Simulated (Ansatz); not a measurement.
**Convergence test, In$_{3}$Sb**

Theory: DFT PBEsol, scalar-relativistic, plane waves, PAW (Ansatz 0.2.0).

```
CELL_PARAMETERS angstrom
4.83696 0.00000 0.00000
0.00000 4.83696 0.00000
0.00000 0.00000 4.83696
ATOMIC_POSITIONS crystal
In 0.50000 0.50000 0.00000
In 0.50000 0.00000 0.50000
In 0.00000 0.50000 0.50000
Sb 0.00000 0.00000 0.00000
```

```
plane-wave cutoff : 420 eV
Γ-centred k-mesh  : 10×10×10
spin treatment    : unpolarised
```

The atoms stay fixed while the occupation rule is varied. ΔE is the energy extrapolated to zero smearing, less that of the reference run (10×10×10 Γ-centred mesh, Gaussian smearing 0.1 eV). The cell isn't necessarily relaxed at this level. Spin–orbit coupling is left out. Pressure is positive in compression.

```
      rule, width (eV)  ΔE (meV/atom)  ΔF, free energy (meV/atom) P (GPa)
          Gaussian 0.1           0.00                        0.00    -2.70
         Gaussian 0.05           0.21                        1.30    -2.69
          Gaussian 0.2          -0.43                       -4.44    -2.71
          Gaussian 0.5          -1.73                       -31.9    -2.68
      Fermi–Dirac 0.01           0.31                        1.75    -2.66
      Fermi–Dirac 0.02           0.21                        1.29    -2.69
       Fermi–Dirac 0.1          -0.65                       -7.94    -2.71
       Fermi–Dirac 0.5           0.51                        -209    -2.05
Methfessel–Paxton 0.01           0.30                        1.91    -2.64
 Methfessel–Paxton 0.1           0.09                        1.62    -2.70
 Methfessel–Paxton 0.2          -0.18                        1.25    -2.70
             cold 0.02           0.35                        1.96    -2.64
           tetrahedron          -1.06                        0.55    -2.65
```

Cost: 13 runs of about 2.9 core-minutes in all, on Intel Xeon Processor @ 2.70GHz (shared hosts).